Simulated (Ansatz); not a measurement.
Space group Cmce (No. 64). a = 3.317 Å, b = 10.292 Å, c = 4.199 Å, α = 90.00°, β = 90.00°, γ = 90.00°
```csv
atom,site,symmetry,x,y,z
P,8f,m..,0.5000,0.6053,0.0730
```

Equation of state of this P structure (not necessarily the ground state), with shape and atoms relaxed at each volume where symmetry leaves them free. It has no gap at any of these volumes. Theory: DFT PBEsol, scalar-relativistic, plane waves, PAW in Ansatz.

Plane waves to 420 eV, a k mesh through Γ of 14×14×10 on the computed 4-atom cell and Gaussian smearing (0.10 eV); no spin polarisation.

```csv
V (Å³/atom),E − E(largest V) (meV/atom),P (GPa)
16.843,1.44,1.56
17.380,-2.55,0.80
17.918,-3.90,0.01
18.455,-2.86,-0.61
18.993,0.00,-1.06
```

Fit a third-order Birch–Murnaghan equation to E(V).

V0 = 17.94 Å³/atom, B0 = 22 GPa, B0' = 5.0.

The cell holds layers, and where no dispersion correction was added their binding is poorly described.